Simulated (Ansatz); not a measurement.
PbO built on the zincblende prototype, relaxed with r2SCAN, was run in Ansatz 0.2.0 under altered settings. All numbers are computed, without spin polarisation but where a row says otherwise.

```xyz
2
Lattice="0.0000 2.7988 2.7988 2.7988 0.0000 2.7988 2.7988 2.7988 0.0000" Properties=species:S:1:pos:R:3 pbc="T T T"
Pb    0.0000    0.0000    0.0000
O     1.3994    1.3994    1.3994
```

The base run's other keys:
```yaml
kpoints:
  mp_grid: { grid: [4, 4, 4] }
hamiltonian:
  xc: hse06
scf:
  occupations: { method: fixed }
  n_extra_bands: 4
```

It takes 15 iterations with 869 plane waves at 420 eV and 8 k points, and leaves a mean stress of +0.39 GPa. The gap over this mesh is 1.047 eV. It ran on 4 threads of Arm Neoverse N1, on a shared host.

Outcomes, with energy and stress as changes against the base:
```csv
setting,outcome,ΔF (meV/atom),Δ mean stress (GPa),gap on the mesh (eV),iterations,wall time
"PBE hybrid, exx coeff 0.15, omega 0.3 1/Å",converged,–,+0.8,0.696,13,9.8 s
"PBE hybrid, exx coeff 0.4, omega 0.5 1/Å",converged,–,-0.6,0.872,16,11 s
"PBE hybrid, exx coeff 0.5, unscreened",converged,–,-1.9,3.088,20,11 s
"PBE hybrid, exx coeff 0.4, unscreened",converged,–,-1.2,2.521,20,11 s
"PBE hybrid, exx coeff 1.5, omega 0.5 1/Å",refused,–,–,–,–,0.04 s
scf.occupations: gaussian 0.001,converged,0.0,0.0,1.047,15,9.7 s
```
A dash marks a value that wasn't obtained or can't be compared. Stress is positive in compression. The base took 10 s.

- PBE hybrid, exx coeff 0.15, omega 0.3 1/Å. That is 15 % exact exchange, screened with ω = 0.3 1/Å, against HSE06's 25 % screened at 0.208 1/Å. The mean stress moves by +0.8 GPa and the gap on the mesh by -0.351 eV (to 0.696). Totals of different functionals aren't comparable.
- PBE hybrid, exx coeff 0.4, omega 0.5 1/Å. That is 40 % exact exchange, screened with ω = 0.5 1/Å, against HSE06's 25 % screened at 0.208 1/Å. The mean stress moves by -0.6 GPa and the gap on the mesh by -0.175 eV (to 0.872). Totals of different functionals aren't comparable.
- PBE hybrid, exx coeff 0.5, unscreened. That is 50 % exact exchange, at all ranges, against HSE06's 25 % screened at 0.208 1/Å. The mean stress moves by -1.9 GPa and the gap on the mesh by +2.041 eV (to 3.088). Totals of different functionals aren't comparable.
- PBE hybrid, exx coeff 0.4, unscreened. That is 40 % exact exchange, at all ranges, against HSE06's 25 % screened at 0.208 1/Å. The mean stress moves by -1.2 GPa and the gap on the mesh by +1.473 eV (to 2.521). Totals of different functionals aren't comparable.
- PBE hybrid, exx coeff 1.5, omega 0.5 1/Å. The program doesn't start. Error: invalid value for `hamiltonian.xc.exx.coeff`: must be finite and in (0, 1]; got 1.5

Within 1 meV an atom, 0.1 GPa and 0.005 eV of the base stay: scf.occupations: gaussian 0.001.

Spin-orbit coupling is left out; in compounds of Pb, Bi, Tl or Hg it can lower a gap by up to about 1 eV, split its edges or invert the bands.

The program warns that its thresholds are loose for a hybrid's stress.

The meshes of the hybrids are coarse, so their gaps aren't converged to the digits shown.
